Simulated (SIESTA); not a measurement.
Runs of SIESTA 5.4.2 on Si2Ni. The structure is cubic, space group Fm-3m (No. 225). The conventional cell has a = 5.406 Å, b = 5.406 Å, c = 5.406 Å, α = 90.00°, β = 90.00°, γ = 90.00°. Ni (site symmetry m-3m) has 8 Si at 2.34 Å as nearest neighbours. Around Si (site symmetry -43m) lie 4 Ni at 2.34 Å. 

```tsv
level	spin	U	broadening (eV)	window from (eV)	hubbard projector method	U from the first cycle	gap on the mesh (eV)	pressure (GPa)	moment (μB)
PBE	collinear, zero start	-	0.05 eV	-10 eV	-	-	none	4.0	0.00
PBE	non-collinear, random start	-	0.05 eV	-10 eV	-	-	none	-	0.00
PBE	collinear, ferromagnetic start	-	0.05 eV	-10 eV	-	-	none	4.0	0.00
PBE+U	collinear, ferromagnetic start	Ni d U = 8 eV	0.1 eV	-15 eV	1	yes	none	2.0	0.00
PBE	collinear, ferromagnetic start	-	0.1 eV	-15 eV	1	yes	none	4.0	0.00
PBE+U	collinear, ferromagnetic start	Ni d U = 4 eV	0.1 eV	-15 eV	1	yes	none	3.1	0.00
PBE+U	collinear, ferromagnetic start	Ni d U = 6 eV	0.1 eV	-15 eV	1	yes	none	2.6	0.00
PBE+U	collinear, ferromagnetic start	Ni d U = 2 eV	0.1 eV	-15 eV	1	yes	none	(a)	0.00
```

Alike in all rows: task density of states; potentials or basis PseudoDojo 0.4 standard (PBE files), DZP (energy shift 0.003 Ry; two zetas on semicore shells); cell as given; k mesh 6 × 6 × 6; smearing fermi-dirac 0.05 eV; grid cutoff 800 Ry; energy shift 0.003 Ry.

Fill in the values left out.

(a) 3.6.

Caveats: short orbitals over semicore shells can move pressures by several GPa; the basis of atomic orbitals isn't converged, which shifts pressures, moduli and gaps; the U is typed as a test and isn't derived for this compound (some runs); with moments that point in different directions the gradient correction is approximate, so stress is left out (some runs).

A gap of «none» marks a metal or a gap under the smearing width.
